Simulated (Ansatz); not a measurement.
Crystal: Tb.

```
Tb
1.0
     0.00000    2.51997    2.51997
     2.51997    0.00000    2.51997
     2.51997    2.51997    0.00000
Tb
1
Cartesian
  0.0000 0.0000 0.0000
```

This isn't the form of Tb at room conditions, which is hcp.

Alike in all runs: program Ansatz 0.2.0; functional PBE; potentials or basis Ansatz PAW; cutoff 420 eV (not typed: the program's choice for these potentials); k mesh 9 × 9 × 9; occupations fermi-dirac, width 0.05 eV.

The same cell was started in several ways:

```csv
start,free energy over the lowest (meV/atom),net moment (μB),site or absolute moments (μB),gap
"collinear spin, random start of up to 4.85 μB",0.0,-5.88,Tb -5.86,none (metal or under the smearing width)
no spin polarisation,5301.0,-,-,none (metal or under the smearing width)
"collinear spin, ferromagnetic start of up to 6 μB",0.0,5.88,Tb +5.86,none (metal or under the smearing width)
```

Allowing spin polarisation gains 5301 meV/atom. A still lower state may exist.

Caveats: the magnetic or orbital state may not be the lowest (some runs); spin-orbit coupling is left out, which moves the levels of the heavy elements (some runs).
